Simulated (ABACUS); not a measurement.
Crystal: CuI (Marshite).

```
CELL_PARAMETERS angstrom
-3.03150 0.00000 3.03150
0.00000 3.03150 3.03150
-3.03150 3.03150 0.00000
ATOMIC_POSITIONS crystal
I 0.00000 0.00000 0.00000
Cu 0.25000 0.25000 0.25000
```

| Item | Value |
| --- | --- |
| Program | ABACUS 3.10.1 |
| Task | relaxation of cell and atoms |
| Functional | BLYP |
| Potentials or basis | Ansatz NC PBE |
| Cutoff | 1252 eV |
| Density cutoff | 5007 eV |
| Basis | plane waves |
| k mesh | 6 × 6 × 6 |
| Occupations | fermi-dirac, width 0.05 eV |
| Spin | no spin polarisation |

At the start: pressure 3.3 GPa; volume 27.86 Å³/atom.

Q: Where does the relaxation end?

A: Over 4 steps the energy falls by 22.5 meV/atom and the volume is 30.20 Å³/atom (+8.4 %); space group F-43m (No. 216, to 0.05 Å).

Step by step:
```tsv
step	energy change (eV)	largest force (eV/Å)	pressure (GPa)	volume (Å³)
1	0.0000	0.0000	3.31	55.72
2	-0.0448	0.0000	-0.14	60.67
3	-0.0449	0.0000	0.03	60.40
4	-0.0449	0.0000	0.00	60.40
```

Final structure:
```yaml
crystal:
  lattice:
    - [-3.11412, 0.00000, 3.11412]
    - [0.00000, 3.11412, 3.11412]
    - [-3.11412, 3.11412, 0.00000]
  atoms:
    - { symbol: I, position: [0.00000, 0.00000, 0.00000] }
    - { symbol: Cu, position: [0.25000, 0.25000, 0.25000] }
```

Caveat: the potentials were made for another functional, which shifts forces and pressure.
